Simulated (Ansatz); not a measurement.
**Cd₇S: competing structures**

Theory: DFT PBE, scalar-relativistic, plane waves, PAW in Ansatz. All cells share a 420 eV cutoff and Γ-centred k meshes spaced at most about 0.3 Å⁻¹ (about 0.25 or finer for metals, 2π included). No spin polarisation.

The zero of energy is the elements' standard structures at the same level; no fitted shifts are applied.

These are static total energies at zero pressure. Larger cells and other orderings weren't all tried, so the list isn't exhaustive. The reference form of S is held partly by dispersion forces, which this level lacks.

Invented guesses were relaxed alike, and ends that match in structure were merged. ΔE counts from the first row. Coordination counts Cd atoms around S (those within 1.25 times the shortest such distance or 1.15 times the sum of covalent radii, 1.27 where that leaves under three; a plus sign parts nearer from farther groups; the shortest distance is added where it exceeds 1.18 times the sum of covalent radii). The ends were matched against large subsets of the Crystallography Open Database and the Materials Project, so a missing match doesn't prove that a structure is unreported.

```csv
#,reached from,type and space group,atoms,Å³/atom,coordination,ΔE (meV/atom),gap on mesh (eV),in databases
1,a cell proposed by chemical analogy,P-3m1 (No. 164),8,24.0,S 6,0,0.00,no match
2,a cell proposed by chemical analogy,P3m1 (No. 156),8,25.9,S 4,35,0.00,no match
3,a cell proposed by chemical analogy,Fm-3m (No. 225),8,22.1,S 12 from 3.1 Å,52,0.00,no match
4,Mg7Sn type (P-6m2),P-6m2 (No. 187),8,22.9,S 6+6 from 3.0 Å,71,0.00,no match
5,random cell,I-43m (No. 217),8,23.6,S 4,133,0.00,no match
```

The lowest: Space group P-3m1 (No. 164), trigonal, a = 3.613 Å, c = 16.952 Å. Around Cd on a site of symmetry 3m lie 3 S at 2.69 Å and 3 Cd at 3.04 Å; Cd on a second site of symmetry 3m has 6 Cd at 3.04–3.08 Å and 6 Cd at 3.61 Å; around Cd on a third site of symmetry 3m lie 6 Cd at 3.08–3.10 Å and 6 Cd at 3.61 Å; Cd on a site of symmetry -3m has 6 Cd at 3.10 Å and 6 Cd at 3.61 Å; S is surrounded by 6 Cd at 2.69 Å. Its energy over the elements is −0.05 eV/atom. It lies below the elements, which doesn't yet make it stable against other compounds or structures. An observed structure of this formula, if there is one, may be missing.

```cif
data_structure
_symmetry_space_group_name_H-M 'P 1'
_symmetry_Int_Tables_number 1
_cell_length_a 3.6132
_cell_length_b 3.6132
_cell_length_c 16.9519
_cell_angle_alpha 90.000
_cell_angle_beta 90.000
_cell_angle_gamma 120.000
_cell_volume 191.66
loop_
_atom_site_label
_atom_site_type_symbol
_atom_site_fract_x
_atom_site_fract_y
_atom_site_fract_z
_atom_site_occupancy
Cd1 Cd 0.66667 0.33333 0.89952 1
Cd2 Cd 0.33333 0.66667 0.10048 1
Cd3 Cd 0.33333 0.66667 0.76880 1
Cd4 Cd 0.66667 0.33333 0.63538 1
Cd5 Cd 0.66667 0.33333 0.23120 1
Cd6 Cd 0.33333 0.66667 0.36462 1
Cd7 Cd 0.00000 0.00000 0.50000 1
S1 S 0.00000 0.00000 0.00000 1
```

The second: Space group P3m1 (No. 156), trigonal, a = 3.838 Å, c = 16.219 Å. Around Cd on its first site lie 3 S at 2.55 Å and 3 Cd at 3.09 Å; Cd on its second site is surrounded by 1 S at 2.50 Å and 3 Cd at 2.97 Å; Cd on its third site has 6 Cd at 3.03–3.06 Å; around S lie 4 Cd at 2.50–2.55 Å; 4 more sites not described. Counting Cd atoms around S, the first has S 6 and the second has S 4. Cells relaxed within their symmetry can be saddle points.

Space group P3m1 (No. 156). a = 3.838 Å, b = 3.838 Å, c = 16.219 Å, α = 90.00°, β = 90.00°, γ = 120.00°
```json
{"atom": "Cd", "site": "1c", "symmetry": "3m.", "x": "0.6667", "y": "0.3333", "z": "0.9153"}
{"atom": "Cd", "site": "1a", "symmetry": "3m.", "x": "0.0000", "y": "0.0000", "z": "0.1476"}
{"atom": "Cd", "site": "1a", "symmetry": "3m.", "x": "0.0000", "y": "0.0000", "z": "0.6526"}
{"atom": "Cd", "site": "1b", "symmetry": "3m.", "x": "0.3333", "y": "0.6667", "z": "0.7825"}
{"atom": "Cd", "site": "1b", "symmetry": "3m.", "x": "0.3333", "y": "0.6667", "z": "0.2692"}
{"atom": "Cd", "site": "1a", "symmetry": "3m.", "x": "0.0000", "y": "0.0000", "z": "0.3969"}
{"atom": "Cd", "site": "1b", "symmetry": "3m.", "x": "0.3333", "y": "0.6667", "z": "0.5248"}
{"atom": "S", "site": "1a", "symmetry": "3m.", "x": "0.0000", "y": "0.0000", "z": "0.9933"}
```

Some structure types and database cells were kept out of the candidates from the start, so a known form may be missing.
